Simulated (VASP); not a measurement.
Runs of VASP 6.6.1 on BN. The cell holds a slab with vacuum, 4 atoms: a = 2.509 Å, b = 2.509 Å, c = 32.600 Å, α = 90.00°, β = 90.00°, γ = 60.00°. 

```tsv
cell	gap on the mesh (eV)
P3m1, 44.42 Å³/atom	(a)
P-6m2, 44.42 Å³/atom	4.37
P-3m1, 44.42 Å³/atom	4.43
C2/m, 44.42 Å³/atom	4.33
```

Alike in all rows: task single point; level PBE+D3(BJ); potentials or basis VASP PAW PBE potentials, release 64 (B, N); no spin polarisation; k mesh 10 × 10 × 1; cutoff (eV) 520; smearing gaussian 0.02 eV.

Fill in the values left out.

(a) 4.60.

A k mesh can miss the band edges.
